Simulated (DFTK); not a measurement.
Crystal: Pb.

```xyz
1
Lattice="0.0000 2.4750 2.4750 2.4750 0.0000 2.4750 2.4750 2.4750 0.0000" Properties=species:S:1:pos:R:3 pbc="T T T"
Pb    0.0000    0.0000    0.0000
```

* Program: DFTK 0.8.2
* Task: single point
* Functional: PBE
* Potentials or basis: dojo.nc.sr.pbe.v0_4_1.standard.upf (PBE)
* Cutoff: 925 eV
* k mesh: 9 × 9 × 9
* Occupations: fermi-dirac, width 0.05 eV
* Spin: no spin polarisation

On this cell: pressure 2.3 GPa; band gap on the k mesh none (metal or under the smearing width).

The same run follows on a disturbed copy (cell strained at random at fixed volume):

```
Pb
1.0
    -0.00696    2.46968    2.44843
     2.44759   -0.02698    2.46845
     2.45382    2.49594   -0.03322
Pb
1
Direct
  0.98764 0.00709 0.01656
```

What changes?

The energy (extrapolated to zero smearing) moves by +2.0 meV/atom; pressure 2.3 GPa; band gap on the k mesh none (metal or under the smearing width).

Stress tensor (GPa, compression positive):
```
 2.49 -0.01  0.18
-0.01  2.11  0.76
 0.18  0.76  2.28
```
